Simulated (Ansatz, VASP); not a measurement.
One calculation of Mo, two programs

```
Mo
1.0
     2.65345    0.00000    0.00000
    -1.32672    2.29795    0.00000
     0.00000    0.00000    2.59351
Mo
1
Direct
  0.00000 0.00000 0.50000
```

Change from the starting cell: strain -0.030 along x and y, +0.015 along z, atoms carried along.

Alike in both runs: task single point; functional PBEsol; k mesh 18 × 18 × 18; occupations gaussian, width 0.15 eV; no spin polarisation.

|  | VASP | Ansatz |
| --- | --- | --- |
| version | VASP 6.6.1 | Ansatz 0.2.0 |
| potentials or method | VASP PAW PBE potentials, release 64 (Mo_sv) | scalar-relativistic, plane waves, PAW |
| plane-wave cutoff (eV) | 520 | 420 |
| valence electrons in the cell | 14 | 14 |

|  | VASP | Ansatz | Ansatz less VASP |
| --- | --- | --- | --- |
| gap on the k mesh at the Fermi level (eV) | none | none | - |
| pressure (GPa) | 8.5 | 7.9 | -0.60 |
| largest component of the traceless stress (GPa) | 17.04 | 17.02 | -0.023 |

A gap of «none» marks a metal or a gap that the smearing closes.

Caveats: the PAW data sets were made with another functional, which shifts forces and pressure a little (VASP).
